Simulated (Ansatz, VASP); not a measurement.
AlN in VASP and in Ansatz

File POSCAR:

```
AlN
1.0
    3.1067016773      0.0000000000      0.0000000000
   -1.5533508386      2.6904825745      0.0000000000
    0.0000000000      0.0000000000      4.9784511979
Al N
2 2
Direct
    0.3333333333      0.6666666667     -0.0008032970
    0.6666666667      0.3333333333      0.4991967030
    0.3333333333      0.6666666667      0.3808032970
    0.6666666667      0.3333333333      0.8808032970
```

INCAR.step1

```
  PREC = Accurate
  ENCUT = 520
  ISMEAR = 0
  SIGMA = 0.02
  LREAL = False
  LASPH = True
  NELM = 100
  NBANDS = 16
  GGA = PE
  ALGO = Normal
  EDIFF = 1E-4
  LWAVE = True
  LCHARG = False
```

The input INCAR.step2:

```
  PREC = Accurate
  ENCUT = 520
  EDIFF = 1E-6
  ISMEAR = 0
  SIGMA = 0.02
  LREAL = False
  LASPH = True
  NELM = 100
  ALGO = Normal
  ISIF = 2
  LWAVE = False
  LCHARG = False
  METAGGA = R2SCAN
  LMIXTAU = True
  NBANDS = 16
  ISTART = 1
```

Contents of KPOINTS:

```
Automatic mesh
0
Gamma
  9 9 6
```

Input for Ansatz:

```yaml
crystal:
  lattice:
    - [3.1067016773, 0.0, 0.0]
    - [-1.5533508386, 2.6904825745, 0.0]
    - [0.0, 0.0, 4.9784511979]
  atoms:
    - { symbol: Al, position: [0.3333333333, 0.6666666667, -0.000803297] }
    - { symbol: Al, position: [0.6666666667, 0.3333333333, 0.499196703] }
    - { symbol: "N", position: [0.3333333333, 0.6666666667, 0.380803297] }
    - { symbol: "N", position: [0.6666666667, 0.3333333333, 0.880803297] }
basis:
  ecutwfc: 500
kpoints:
  mp_grid: { grid: [9, 9, 6] }
  band_path:
    path:
      - [[0.0, 0.0, 0.0], [0.5, 0.0, 0.0], [0.33333333, 0.33333333, 0.0], [0.0, 0.0, 0.0], [0.0, 0.0, 0.5], [0.5, 0.0, 0.5], [0.33333333, 0.33333333, 0.5], [0.0, 0.0, 0.5]]
      - [[0.5, 0.0, 0.5], [0.5, 0.0, 0.0]]
      - [[0.33333333, 0.33333333, 0.5], [0.33333333, 0.33333333, 0.0]]
    npoints: 14
hamiltonian:
  xc: r2scan
scf:
  occupations: { method: gaussian, width: 0.02 }
  n_extra_bands: 10
output:
  forces: true
  stress: true
  eigenvalues: true
  populations: true
  dos: { projected: true, de: 0.02, nscf_kmesh: { grid: [14, 14, 9] } }
  bader: true
  write_density: true
  write_potential: true
  elf: true
  volumetric_format: npy
```

Alike in both runs: task single point; functional r2SCAN; k mesh 9 × 9 × 6; occupations gaussian, width 0.02 eV; no spin polarisation.

|  | VASP | Ansatz |
| --- | --- | --- |
| version | VASP 6.6.1 | Ansatz 0.2.0 |
| potentials or method | VASP PAW PBE potentials, release 64 (Al, N) | scalar-relativistic, plane waves, PAW |
| plane-wave cutoff (eV) | 520 | 500 |
| valence electrons in the cell | 16 | 16 |

Ansatz gave:

| Quantity | Value |
| --- | --- |
| gap on the k mesh at the Fermi level (eV) | 4.88 |
| least direct gap on the mesh (eV) | 4.88 |
| pressure (GPa) | 0.0 |

**Question.** Which values does VASP return?

**Answer.** gap on the k mesh at the Fermi level (eV): 4.92; least direct gap on the mesh (eV): 4.92; pressure (GPa): -0.4.

Caveats: the PAW data sets were made with another functional, which shifts forces and pressure a little (VASP); an odd mesh through Γ misses points on the zone boundary, where band edges often lie. r2SCAN opens gaps a little over a GGA but as a rule still falls short of measured ones.
